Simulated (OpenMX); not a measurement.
## Au: band structure with PBE

Au:

```
CELL_PARAMETERS angstrom
0.00000 2.03500 2.03500
2.03500 0.00000 2.03500
2.03500 2.03500 0.00000
ATOMIC_POSITIONS crystal
Au 0.00000 0.00000 0.00000
```

```
Program             : OpenMX 3.8.5
Task                : band structure
Functional          : PBE
Potentials or basis : OpenMX 2013 PBE set, Au7.0-s3p2d2, grid cutoff 400 Ry
k mesh              : 11 × 11 × 11
Occupations         : fermi-dirac, width 0.05 eV
Spin                : no spin polarisation
Mixing scheme       : rmm-diisk
SCF threshold       : 1e-08 Ha
Solver              : band
Max SCF cycles      : 100
```

```yaml
Pressure: 16.7 GPa
Band_gap_along_the_path: none (metal or under the smearing width)
```

Levels at the corners of the path, in eV from the Fermi level:
| point | band 6 | band 7 | band 8 | band 9 | band 10 | band 11 |
| --- | --- | --- | --- | --- | --- | --- |
| Γ | -4.72 | -4.72 | -3.15 | -3.15 | 25.87 | 25.87 |
| X | -1.97 | -1.61 | -1.60 | 0.92 | 6.02 | 11.16 |
| W | -5.23 | -3.31 | -1.58 | 5.18 | 6.44 | 6.46 |
| K | -3.89 | -2.86 | -2.04 | 4.12 | 4.71 | 7.64 |
| Γ | -4.72 | -4.72 | -3.15 | -3.15 | 25.87 | 25.87 |
| L | -4.78 | -1.93 | -1.93 | -1.13 | 3.20 | 20.91 |
| U | -3.89 | -2.86 | -2.04 | 4.12 | 4.71 | 7.64 |
| W | -5.23 | -3.31 | -1.58 | 5.18 | 6.44 | 6.46 |
| L | -4.78 | -1.93 | -1.93 | -1.13 | 3.20 | 20.91 |
| K|U | -3.89 | -2.86 | -2.04 | 4.12 | 4.71 | 7.64 |
| X | -1.97 | -1.61 | -1.60 | 0.92 | 6.02 | 11.16 |

It took 41 s on 1 thread of Arm Neoverse V2, on a shared host, peak memory 0.46 GiB.

Caveat: so large a pressure means that the cell lies far from this level's equilibrium, or that cutoff or potentials fall short; spin-orbit coupling is left out, which moves the levels of the heavy elements; the basis of atomic orbitals isn't converged, which shifts pressures, moduli and gaps.
